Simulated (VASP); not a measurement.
# Sc (P-1) in VASP: notebook

Runs on Sc. Level: PBEsol. Tasks: single point.

All numbers are computed with VASP 6.6.1; they aren't measurements. Logs are shortened: lines on timing, memory, paths and dates and some standing lists are left out, and cuts for length are marked.

## Step 1: The crystal as given

The typed cell holds 1 atom: a = 3.202 Å, b = 3.216 Å, c = 3.226 Å, α = 61.44°, β = 61.31°, γ = 62.16°.

This isn't the form of Sc at room conditions, which is hcp.

## Step 2: Single point, PBEsol

INCAR reads:

```
SYSTEM = Sc
  PREC = Accurate
  ENCUT = 400
  EDIFF = 1E-6
  ISMEAR = 1
  SIGMA = 0.1
  LREAL = .FALSE.
  LASPH = .TRUE.
  NELM = 100
  ALGO = Normal
  ISIF = 2
  LWAVE = .FALSE.
  LCHARG = .FALSE.
  GGA = PS
  ADDGRID = .FALSE.
```

KPOINTS reads:

```
regular mesh
0
G
  10 10 10
  0 0 0
```

POSCAR reads:

```
Sc
1.0
    3.2019616822      0.0000000000      0.0000000000
    1.5021078373      2.8441406042      0.0000000000
    1.5489936237      0.9264468030      2.6741812389
Sc
1
Direct
    0.0000000000      0.0000000000      0.0000000000
```

Potentials or basis: VASP PAW PBE potentials, release 64 (Sc_sv).

Command:

```console
$ cat potpaw_PBE.64/Sc_sv/POTCAR > POTCAR
$ mpirun -np 1 vasp_std > vasp.out
```

OUTCAR:

```text
SYSTEM = Sc
   PREC = Accurate
   ENCUT = 400
   EDIFF = 1E-6
   ISMEAR = 1
   LREAL = .FALSE.
   LASPH = .TRUE.
   NELM = 100
   ISIF = 2
   GGA = PS

 Found    504 irreducible k-points:

 Following reciprocal coordinates:
            Coordinates               Weight
  0.000000  0.000000  0.000000      1.000000
  0.100000 -0.000000 -0.000000      2.000000
  0.200000 -0.000000 -0.000000      2.000000
  0.300000  0.000000  0.000000      2.000000
  0.400000  0.000000  0.000000      2.000000
  0.500000 -0.000000  0.000000      1.000000
   k-points           NKPTS =    504   k-points in BZ     NKDIM =    504   number of bands    NBANDS=      9
   number of dos      NEDOS =    301   number of ions     NIONS =      1
   total plane-waves  NPLWV =  13824
   dimension x,y,z NGX =    24 NGY =   24 NGZ =   24
   dimension x,y,z NGXF=    48 NGYF=   48 NGZF=   48
   ions per type =               1
   NGX,Y,Z   is equivalent  to a cutoff of  12.46, 12.40, 12.37 a.u.
   NGXF,Y,Z  is equivalent  to a cutoff of  24.92, 24.81, 24.73 a.u.
 SYSTEM =  Sc
   PREC   = accura    normal or accurate (medium, high low for compatibility)
   ISTART =      0    job   : 0-new  1-cont  2-samecut
   ICHARG =      2    charge: 1-file 2-atom 10-const
   ISPIN  =      1    spin polarized calculation?
   LNONCOLLINEAR =      F non collinear calculations
   LSORBIT =      F    spin-orbit coupling
   LASPH  =      T    aspherical Exc in radial PAW
   ENCUT  =  400.0 eV  29.40 Ry    5.42 a.u.   5.22  5.25  5.26*2*pi/ulx,y,z
   NELM   =    100;   NELMIN=  2; NELMDL= -5     # of ELM steps
   EDIFF  = 0.1E-05   stopping-criterion for ELM
   LREAL  =      F    real-space projection
   EDIFFG = 0.1E-04   stopping-criterion for IOM
   NSW    =      0    number of steps for IOM
   IBRION =     -1    ionic relax: 0-MD 1-quasi-New 2-CG
   NFREE  =      0    steps in history (QN), initial steepest desc. (CG)
   ISIF   =      2    stress and relaxation
   ISYM   =      2    0-nonsym 1-usesym 2-fastsym
   POTIM  = 0.5000    time-step for ionic-motion
   TEBEG  =    0.0;   TEEND  =   0.0 temperature during run
   PSTRESS=    0.0 pullay stress
   NELECT =      11.0000    total number of electrons
   NUPDOWN=      -1.0000    fix difference up-down
   EMIN   =  10.00;   EMAX   =-10.00  energy-range for DOS
   EFERMI =   0.00;   METHOD = LEGACY
   ISMEAR =     1;   SIGMA  =   0.10  broadening in eV -4-tet -1-fermi 0-gaus
   EFERMI_NEDOS =   21; number of points for ismear=-14 and -15
   IALGO  =     38    algorithm
   IMIX   =      4    mixing-type and parameters
     AMIX     =   0.40;   BMIX     =  1.00
     AMIX_MAG =   1.60;   BMIX_MAG =  1.00
  volume/ion in A,a.u.               =      24.35       164.34
  Fermi-wavevector in a.u.,A,eV,Ry     =   1.256087  2.373660 21.466653  1.577755
  Thomas-Fermi vector in A             =   2.389812
   LORBIT       =      0    0 simple, 1 ext, 2 COOP (PROOUT), +10 PAW based schemes
   GGA     = PS    functional components
   LHFCALC =     F    Hartree Fock is set to
   AEXX    =    0.0000 exact exchange contribution
   IVDW    =     0    specifies the selected vdW correction
   LEPSILON=     F    determine dielectric tensor
   LRPA    =     F    only Hartree local field effects (RPA)
 non-spin polarized calculation
 Methfessel and Paxton  Order N= 1 SIGMA  =   0.10
  energy-cutoff  :      400.00
  volume of cell :       24.35
 maximum number of plane-waves:       453
 NGX is ok and might be reduce to    24
   NGX = 11   NGY = 11   NGZ = 11

 number of electron      11.0000001 magnetization

 Free energy of the ion-electron system (eV)
  ---------------------------------------------------
  ext. energy  EPLUGINS =         0.00000000
  ---------------------------------------------------
  free energy    TOTEN  =        -6.54719637 eV

  energy without entropy =       -6.54567193  energy(sigma->0) =       -6.54668822

 E-fermi :   3.6984     XC(G=0): -10.0363

 val. band max:        3.6970829118   @ k =  -0.3000   0.4000   0.2000
 cond. band min:       3.7010939794   @ k =  -0.3000   0.2000   0.4000
 fundamental gap:      0.0040110675
 Fermi energy:         3.6983707322

 k-point     1 :       0.0000    0.0000    0.0000
  band No.  band energies     occupation
      1     -45.4833      2.00000
      2     -23.9882      2.00000
      3     -23.9859      2.00000
      4     -23.9662      2.00000
      5      -1.5155      2.00000
      6       5.1398     -0.00000
      7       5.2210     -0.00000
      8       5.5155     -0.00000
      9       6.6603      0.00000

 k-point     2 :       0.1000   -0.0000   -0.0000
  band No.  band energies     occupation
      1     -45.4774      2.00000
      2     -24.0245      2.00000
      3     -23.9922      2.00000
      4     -23.9742      2.00000
      5      -1.2635      2.00000
      6       5.0321     -0.00000
      7       5.2690     -0.00000
      8       5.5662     -0.00000
      9       6.6171      0.00000

 k-point     3 :       0.2000   -0.0000   -0.0000
  band No.  band energies     occupation
      1     -45.4620      2.00000
      2     -24.1295      2.00000
      3     -24.0027      2.00000
      4     -23.9899      2.00000
      5      -0.5523      2.00000
      6       4.6384     -0.00000
      7       5.3715     -0.00000
      8       5.6811     -0.00000
      9       6.6323      0.00000

 k-point     4 :       0.3000    0.0000    0.0000
  band No.  band energies     occupation
      1     -45.4427      2.00000
      2     -24.2575      2.00000
      3     -24.0161      2.00000
      4     -24.0080      2.00000
      5       0.4674      2.00000
      6       4.2078     -0.00000
      7       5.2909     -0.00000
      8       5.5926     -0.00000
      9       6.9228      0.00000

 k-point     5 :       0.4000    0.0000    0.0000
  band No.  band energies     occupation
      1     -45.4270      2.00000
      2     -24.3593      2.00000
      3     -24.0278      2.00000
      4     -24.0216      2.00000
      5       1.4641      2.00000
      6       3.9513     -0.00203
      7       5.1251     -0.00000
      8       5.4285     -0.00000
      9       7.3380      0.00000

 k-point     6 :       0.5000   -0.0000    0.0000
  band No.  band energies     occupation
      1     -45.4211      2.00000
      2     -24.3978      2.00000
      3     -24.0327      2.00000
      4     -24.0263      2.00000
      5       1.8950      2.00000
      6       3.9085     -0.01139
      7       5.0521     -0.00000
      8       5.3586     -0.00000
      9       7.5032      0.00000

 [... further k-points ...]

------------------------ aborting loop because EDIFF is reached ----------------------------------------

  FORCE on cell =-STRESS in cart. coord.  units (eV):
  Direction    XX          YY          ZZ          XY          YZ          ZX
  --------------------------------------------------------------------------------------
  -------------------------------------------------------------------------------------
  Total       -0.1158363     -0.3241846     -0.3335825      0.1519419      0.0655455      0.0841311
  in kB       -7.6207432    -21.3277472    -21.9460248      9.9960877      4.3121668      5.5348903
  external PRESSURE =     -16.9648384 kB  Pullay stress =       0.0000000 kB

 VOLUME and BASIS-vectors are now :
 -----------------------------------------------------------------------------
  energy-cutoff  :      400.00
  volume of cell :       24.35
      direct lattice vectors                 reciprocal lattice vectors
     3.201961682  0.000000000  0.000000000     0.312308547 -0.164943011 -0.123758636
     1.502107837  2.844140604  0.000000000     0.000000000  0.351600058 -0.121808778
     1.548993624  0.926446803  2.674181239     0.000000000  0.000000000  0.373946233

 POSITION                                       TOTAL-FORCE (eV/Angst)
 -----------------------------------------------------------------------------------
      0.00000      0.00000      0.00000        -0.000000     -0.000000      0.000000
 -----------------------------------------------------------------------------------
    total drift:                                0.000000     -0.000000      0.000000

  FREE ENERGIE OF THE ION-ELECTRON SYSTEM (eV)
  ---------------------------------------------------
  free  energy   TOTEN  =        -6.5471963680 eV

  energy  without entropy=       -6.5456719341  energy(sigma->0) =       -6.54668822
```

Wall time 24 s (1 thread of Intel Xeon 6975P-C (Granite Rapids), shared host); peak memory 0.2 GiB.

These settings aren't checked as converged: the numbers below hold their error.

What came out:

```
Free energy            : -6.5472 eV
Pressure               : -1.7 GPa
Band gap on the k mesh : none (metal or under the smearing width)
```

Caveat: the PAW data sets were made with another functional, which shifts forces and pressure a little.

## Step 3: Single point, PBEsol

Changes to INCAR since step 2:

```diff
@@ -5,3 +5,3 @@
   ISMEAR = 1
-  SIGMA = 0.1
+  SIGMA = 0.05
   LREAL = .FALSE.
```

KPOINTS is that of step 2.

POSCAR is that of step 2.

Potentials or basis: VASP PAW PBE potentials, release 64 (Sc_sv).

Command:

```console
$ cat potpaw_PBE.64/Sc_sv/POTCAR > POTCAR
$ mpirun -np 1 vasp_std > vasp.out
```

Wall time 26 s (1 thread of Intel Xeon 6975P-C (Granite Rapids), shared host); peak memory 0.19 GiB.

These settings aren't checked as converged: the numbers below hold their error.

Results:

| Quantity | Value |
| --- | --- |
| Free energy | -6.5467 eV |
| Pressure | -1.7 GPa |
| Band gap on the k mesh | none (metal or under the smearing width) |

Caveat: the PAW data sets were made with another functional, which shifts forces and pressure a little.

## Step 4: Single point, PBEsol

Changes to INCAR since step 3:

```diff
@@ -5,3 +5,3 @@
   ISMEAR = 1
-  SIGMA = 0.05
+  SIGMA = 0.02
   LREAL = .FALSE.
```

KPOINTS is that of step 3.

POSCAR is that of step 3.

Command:

```console
$ cat potpaw_PBE.64/Sc_sv/POTCAR > POTCAR
$ mpirun -np 1 vasp_std > vasp.out
```

It took 26 s on 1 thread of Intel Xeon 6975P-C (Granite Rapids), shared host; peak memory 0.2 GiB.

The run converged, but some of its settings lie outside the range that counts as converged, so its numbers aren't taken as properties of the crystal.

What came out:

```
Free energy            : -6.5466 eV
Pressure               : -1.7 GPa
Band gap on the k mesh : none (metal or under the smearing width)
```

Caveat: the PAW data sets were made with another functional, which shifts forces and pressure a little.

## Step 5: Single point, PBEsol

Changes to INCAR since step 4:

```diff
@@ -4,4 +4,4 @@
   EDIFF = 1E-6
-  ISMEAR = 1
-  SIGMA = 0.02
+  ISMEAR = -5
+  SIGMA = 0.2
   LREAL = .FALSE.
```

KPOINTS is that of step 4.

POSCAR is that of step 4.

Command:

```console
$ cat potpaw_PBE.64/Sc_sv/POTCAR > POTCAR
$ mpirun -np 1 vasp_std > vasp.out
```

Wall time 26 s (1 thread of Intel Xeon 6975P-C (Granite Rapids), shared host); peak memory 0.21 GiB.

The run converged, but some of its settings lie outside the range that counts as converged, so its numbers aren't taken as properties of the crystal.

What came out:

```
Free energy            : -6.5486 eV
Pressure               : -1.7 GPa
Band gap on the k mesh : none (metal or under the smearing width)
```

Caveat: the PAW data sets were made with another functional, which shifts forces and pressure a little; tetrahedron occupations give inexact forces and stress in metals.
